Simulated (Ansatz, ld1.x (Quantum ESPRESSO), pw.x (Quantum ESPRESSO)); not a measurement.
**pw.x on bcc Si: one setting changed**

Potential: norm-conserving Troullier–Martins (Kleinman–Bylander form), ld1.x (Quantum ESPRESSO) 7.5, LDA (PW92); core [Ne], reference 3s2 3p2; waves: 3s (bound): rc 1.75 bohr; 3p (bound): rc 1.80 bohr; 3d channel at 0.1 Ry: rc 1.45 bohr; local part: the d channel; core correction: Bessel-smoothed model core inside 0.95 bohr.

The reference run (k-mesh 15³, cutoffs 50/200 Ry, Fermi–Dirac 0.01 Ry, mixing_beta 0.4, conv_thr 1e-9, no spin) gives -1.09 GPa at 14.087 Å³/atom, where all-electron LAPW gives 0.22 GPa. This run, with its own iteration cap, changes startingwfc to atomic.

```
&control
  calculation='scf', prefix='x', pseudo_dir='./', outdir='./tmp', tstress=.true., disk_io='none'
/
&system
  ibrav=0, nat=1, ntyp=1, ecutwfc=50, ecutrho=200, nbnd=9,
  occupations='smearing', smearing='fd', degauss=0.01
/
&electrons
  conv_thr=1e-09, mixing_beta=0.4, electron_maxstep=50, startingwfc='atomic'
/
ATOMIC_SPECIES
Si 1.0 Si.UPF
CELL_PARAMETERS angstrom
  -1.52143303 1.52143303 1.52143303
  1.52143303 -1.52143303 1.52143303
  1.52143303 1.52143303 -1.52143303
ATOMIC_POSITIONS crystal
Si 0.0000 0.0000 0.0000
K_POINTS automatic
15 15 15 0 0 0
```

```bash
pw.x < Si.scf.in > Si.scf.out
```

Task: How does the run end?

Result: It converges in 6 iterations; the free energy moves by +0.0 meV/atom and the pressure by +0.00 GPa. The result is that of the reference run.

```
Message from routine setup:
     using ibrav=0 with symmetry is DISCOURAGED, use correct ibrav instead
     lattice parameter (alat)  =       4.9798  a.u.
     unit-cell volume          =      95.0638 (a.u.)^3
     number of electrons       =         4.00
     number of Kohn-Sham states=            9
     kinetic-energy cutoff     =      50.0000  Ry
     charge density cutoff     =     200.0000  Ry
     scf convergence threshold =      1.0E-09
     Exchange-correlation= PW
     number of k points=   120  Fermi-Dirac smearing, width (Ry)=  0.0100
     iteration #  1     ecut=    50.00 Ry     beta= 0.40
     total energy              =     -19.27732130 Ry
     estimated scf accuracy    <       0.00394121 Ry
     iteration #  2     ecut=    50.00 Ry     beta= 0.40
     total energy              =     -19.27688054 Ry
     estimated scf accuracy    <       0.00107171 Ry
     iteration #  3     ecut=    50.00 Ry     beta= 0.40
     total energy              =     -19.27698207 Ry
     estimated scf accuracy    <       0.00000806 Ry
     iteration #  4     ecut=    50.00 Ry     beta= 0.40
     total energy              =     -19.27698377 Ry
     estimated scf accuracy    <       0.00000003 Ry
     iteration #  5     ecut=    50.00 Ry     beta= 0.40
     total energy              =     -19.27698379 Ry
     estimated scf accuracy    <          3.4E-09 Ry
     iteration #  6     ecut=    50.00 Ry     beta= 0.40
     the Fermi energy is    10.7279 ev
!    total energy              =     -19.27698379 Ry
     estimated scf accuracy    <          2.0E-10 Ry
     smearing contrib. (-TS)   =      -0.00183498 Ry
     The total energy is F=E-TS. E is the sum of the following terms:
     one-electron contribution =       4.90303361 Ry
     hartree contribution      =       0.02792131 Ry
     xc contribution           =     -14.07986415 Ry
     ewald contribution        =     -10.12623958 Ry
     convergence has been achieved in   6 iterations
          total   stress  (Ry/bohr**3)                   (kbar)     P=      -10.86
     Message from routine punch:
     Nothing written, as per user request (disk_io='none')
```

The run took about 6.7 s on one core of a shared host (Neoverse-V1, 64 threads, 503 GiB, load 27).
